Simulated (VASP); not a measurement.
**FeNi (Tetrataenite): elastic constants with LDA**

The system is FeNi (Tetrataenite).

```
CELL_PARAMETERS angstrom
2.53300 0.00000 0.00000
0.00000 2.53300 0.00000
0.00000 0.00000 3.58200
ATOMIC_POSITIONS crystal
Ni 0.50000 0.50000 0.50000
Fe 0.00000 0.00000 0.00000
```

```
Program                   : VASP 6.6.1
Task                      : elastic constants
Functional                : LDA
Potentials or basis       : VASP PAW LDA potentials, release 64 (Ni, Fe)
Cutoff                    : 600 eV
k mesh                    : 7 × 7 × 6
Occupations               : fermi-dirac, width 0.05 eV
Spin                      : collinear spin, ferromagnetic start
Starting moments          : [1.0, 3.0] μB
Ions in elastic constants : relaxed
Further INCAR settings    : ALGO = Normal; EDIFF = 1e-08; IBRION = 6; POTIM = 0.015; NSW = 1; ISIF = 3
```

```
Relaxed volume                                          : 9.79 Å³/atom
Relaxed cell                                            : a = 2.374 Å, b = 2.374 Å, c = 3.476 Å, α = 90.00°, β = 90.00°, γ = 90.00°
Space group after relaxing (to 0.05 Å)                  : P4/mmm (No. 123)
Net moment                                              : 2.80 μB per cell
Site moments                                            : Ni +0.58; Fe +2.17 μB
Valence electrons inside the program's atomic spheres   : Ni 9.64; Fe 7.51
Voigt bulk modulus                                      : 294 GPa
Highest phonon frequency at Γ, LO-TO splitting left out : 326 cm⁻¹
```

Step by step:
| step | energy change (eV) | largest force (eV/Å) | pressure (GPa) | volume (Å³) |
| --- | --- | --- | --- | --- |
| 1 | 0.0000 | 0.0000 | -20.56 | 22.98 |
| 2 | 0.0790 | 0.0000 | 21.28 | 18.42 |
| 3 | 0.1095 | 0.0000 | -19.12 | 21.16 |
| 4 | 0.0080 | 0.0000 | -2.02 | 19.73 |
| 5 | 0.0070 | 0.0000 | -0.07 | 19.59 |
| 6 | 0.0071 | 0.0000 | 0.91 | 19.53 |
| 7 | 0.0015 | 0.0000 | 1.42 | 19.49 |
| 8 | 0.0005 | 0.0000 | 1.80 | 19.47 |
| 9 | 0.0019 | 0.0000 | -3.07 | 19.79 |
| 10 | -0.0001 | 0.0000 | -0.02 | 19.59 |

Final structure:
```
CELL_PARAMETERS angstrom
2.37363 0.00000 0.00000
0.00000 2.37363 0.00000
0.00000 0.00000 3.47636
ATOMIC_POSITIONS crystal
Ni 0.50000 0.50000 0.50000
Fe 0.00000 0.00000 0.00000
```

Phonon frequencies in cm⁻¹ (negative: imaginary):
| q point | frequencies |
| --- | --- |
| (0.000, 0.000, 0.000) | 0 0 0 224 224 326 |

Elastic tensor in Voigt notation (GPa, in the Cartesian axes of the cell as first typed):
```
540  71 245   0   0   0
 71 540 245   0   0   0
245 245 445   0   0   0
  0   0   0 185   0   0
  0   0   0   0 185   0
  0   0   0   0   0  51
```

Clamped-ion elastic tensor (GPa):
```
540  71 245   0   0   0
 71 540 245   0   0   0
245 245 445   0   0   0
  0   0   0 185   0   0
  0   0   0   0 185   0
  0   0   0   0   0  51
```

It took 14 min on 1 thread of Intel(R) Xeon(R) Platinum 8259CL CPU @ 2.50GHz (Skylake/Cascade Lake), on a shared host, peak memory 0.24 GiB.
